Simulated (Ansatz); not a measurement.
**V, one cell by several methods**

```
V
1.0
     2.61252    0.05225    0.00000
    -1.26101    2.23639    0.00000
     0.00000    0.00000    4.68790
V
2
Direct
  0.33333 0.66667 0.25000
  0.66667 0.33333 0.75000
```

Atoms are numbered in the order listed.

The conventional cell has a = 2.567 Å, b = 4.688 Å, c = 2.613 Å, α = 90.00°, β = 118.27°, γ = 90.00°. Around V (atom 1) lie 12 V at 2.57 to 2.80 Å.

The structure comes from a relaxation in the same program, started in the hcp type. Whether it is a known phase or the ground state wasn't checked. The listed cell was then made from it by scaling, straining or moving an atom.

Levels of theory: DFT, PBE, PAW with Ansatz's default frozen-core files, scalar-relativistic (Ansatz 0.2.0); DFT, PBE, all-electron LAPW, scalar-relativistic (Ansatz 0.2.0).

For PAW: a Γ-centred 18×18×10 k mesh, Fermi–Dirac smearing of 0.08 eV, cutoff 420 eV, spin-polarised from start moments V1 1.5, V2 1.5 μB (the moments died away, and the run ended non-magnetic). LAPW targets a basis error of 1 meV/atom. The Ansatz runs share mesh, smearing and spin set-up. Plane-wave (PAW) pressures include the program's estimate of the Pulay term.

Stress and pressure are positive in compression.

The change that made this cell: xy engineering shear strain of +4 %.

```csv
quantity,PAW,LAPW
pressure (GPa),-0.01,-0.04
stress xx (GPa),0.21,0.17
stress yy (GPa),-0.06,-0.11
stress zz (GPa),-0.17,-0.18
stress xy (GPa),1.42,1.40
"force on V1, x (eV/Å)",-0.170,-0.170
```

PAW's pressure differs from the LAPW value by +0.03 GPa.
